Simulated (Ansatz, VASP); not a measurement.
**One calculation of BN, two programs**

```
CELL_PARAMETERS angstrom
2.57493 0.00000 0.00000
-1.28747 2.22996 0.00000
0.00000 0.00000 6.63957
ATOMIC_POSITIONS crystal
B 0.33333 0.66667 0.25000
B 0.66667 0.33333 0.75000
N 0.33333 0.66667 0.75000
N 0.66667 0.33333 0.25000
```

Alike in both runs: task single point; functional PBEsol; k mesh 12 × 12 × 4; occupations gaussian, width 0.05 eV; no spin polarisation.

|  | VASP | Ansatz |
| --- | --- | --- |
| version | VASP 6.6.1 | Ansatz 0.2.0 |
| potentials or method | VASP PAW PBE potentials, release 64 (B, N) | scalar-relativistic, plane waves, PAW |
| plane-wave cutoff (eV) | 520 | 420 |
| valence electrons in the cell | 16 | 16 |

VASP gave:

```
gap on the k mesh at the Fermi level (eV)       : 4.01
least direct gap on the mesh (eV)               : 4.37
pressure (GPa)                                  : -17.2
largest component of the traceless stress (GPa) : 17.79
```

Task: What did Ansatz give for the same quantities?

Result: gap on the k mesh at the Fermi level (eV): 4.02; least direct gap on the mesh (eV): 4.38; pressure (GPa): -17.4; largest component of the traceless stress (GPa): 18.16.

With one functional, cell and mesh, what is left measures potentials, basis and numerics.

Caveats: so large a pressure means that the cell lies far from this level's equilibrium, or that cutoff or potentials fall short (VASP); the potentials were made for another functional, which shifts forces and pressure (VASP); this functional lacks dispersion, which binds the layers, so the pressure and a relaxed spacing across them are unreliable. A k mesh can miss the band edges. As with any semilocal functional, this PBEsol gap is likely too small.
